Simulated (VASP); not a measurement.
**BeTe in VASP: how settings move the PBE single point**

The PBE single point of BeTe (zincblende), under -2.0 % biaxial strain in x and y, free along z is repeated with altered inputs. Which of them can be trusted?

Code: VASP 6.6.1. PAW datasets, plane waves. (Simulation; spin polarisation is off (in the reference).)

## 1. The structure to begin with

The cell comes from an earlier relaxation with r2SCAN in another program, then strained, with the atoms relaxed again. Some of the altered inputs switch spin polarisation on.

Space group I-4m2 (No. 119), tetragonal; conventional cell a = 3.920 Å, c = 5.741 Å, 22.06 Å³ an atom. Around Be lie 4 Te at 2.43 Å; around Te lie 4 Be at 2.43 Å.

The structure in full:

```xyz
2
Lattice="0.0000 2.7721 2.8705 2.7721 0.0000 2.8705 2.7721 2.7721 0.0000" Properties=species:S:1:pos:R:3 pbc="T T T"
Be    0.0000    0.0000    0.0000
Te    1.3860    1.3860    1.4353
```

## 2. Reference

The input, INCAR:

```
ENCUT = 520.000000
SIGMA = 0.020000
EDIFF = 1.00e-07
GGA = PE
PREC = Accurate
IBRION = -1
ISIF = 2
ISMEAR = -1
NBANDS = 11
NELM = 120
NSW = 0
LASPH = .TRUE.
LCHARG = .FALSE.
LWAVE = .FALSE.
LREAL = .FALSE.
```

The input, KPOINTS:

```
KPOINTS created by Atomic Simulation Environment
0
Gamma
8 8 8
0 0 0
```

The input, POSCAR:

```
Be Te
 1.0000000000000000
     0.0000000000000000    2.7720511529000000    2.8705193947000001
     2.7720511529000000    0.0000000000000000    2.8705193947000001
     2.7720511529000000    2.7720511529000000    0.0000000000000000
 Be  Te
   1   1
Cartesian
  0.0000000000000000  0.0000000000000000  0.0000000000000000
  1.3860255764500000  1.3860255764500000  1.4352596973500000
```

A file KPOINTS_OPT adds named points for the levels; it doesn't enter the self-consistent loop.

Potentials: the recommended PBE PAW datasets, 8 valence electrons.

Launch:

```bash
> mpirun -np 1 vasp_std
```

## 3. Altered input 1

Edit INCAR of step 2 so:

```diff
@@ -4,3 +4,2 @@
 GGA = PE
-PREC = Accurate
 IBRION = -1
@@ -15 +14,4 @@
 LREAL = .FALSE.
+PREC = High
+ISPIN = 2
+MAGMOM = 0.5 -0.5
```

KPOINTS is that of step 2.

POSCAR is that of step 2.

## 4. Altered input 2

The input, INCAR:

```
ENCUT = 520.000000
SIGMA = 0.020000
EDIFF = 1.00e-07
PREC = Accurate
IBRION = -1
ISIF = 2
ISMEAR = -1
NSW = 0
LASPH = .TRUE.
LCHARG = .FALSE.
LWAVE = .FALSE.
LREAL = .FALSE.
NBANDS = 16
GGA = 91
NELM = 70
```

KPOINTS is that of step 2.

POSCAR is that of step 2.

## 5. Altered input 3

Edit INCAR of step 2 so:

```diff
@@ -11,3 +11,2 @@
 NSW = 0
-LASPH = .TRUE.
 LCHARG = .FALSE.
@@ -15 +14,3 @@
 LREAL = .FALSE.
+LASPH = .FALSE.
+ALGO = VeryFast
```

KPOINTS is that of step 2.

POSCAR is that of step 2.

**Question.** What will these runs give? Wanted: for each run, changed; ending; energy change; pressure; electronic steps; usable.

The runs gave:

| run | changed | ending | energy change (meV/atom) | pressure (GPa) | gap on the mesh (eV; negative: overlap) | electronic steps | time | usable |
| --- | --- | --- | --- | --- | --- | --- | --- | --- |
| ref. | – | converged | 0 | 1.9 | 1.80 | 13 | 25 s | yes |
| 1 | PREC = High, ISPIN = 2, MAGMOM = 0.5 -0.5 | converged | 0.0 | 1.9 | – | 15 | 43 s | yes |
| 2 | NBANDS = 16, GGA = 91, NELM = 70 | converged | – | 2.0 | 1.81 | 15 | 45 s | yes |
| 3 | LASPH = .FALSE., ALGO = VeryFast | converged | 0.6 | 1.9 | 1.80 | 21 | 35 s | yes |

**Reading.** Of 3 altered inputs, 3 gave usable results. Among the usable ones with comparable energies, «LASPH = .FALSE., ALGO = VeryFast» moves the energy most, by 0.6 meV/atom.

Spin-orbit coupling is left out, though the cell holds Te; it can move the gap.
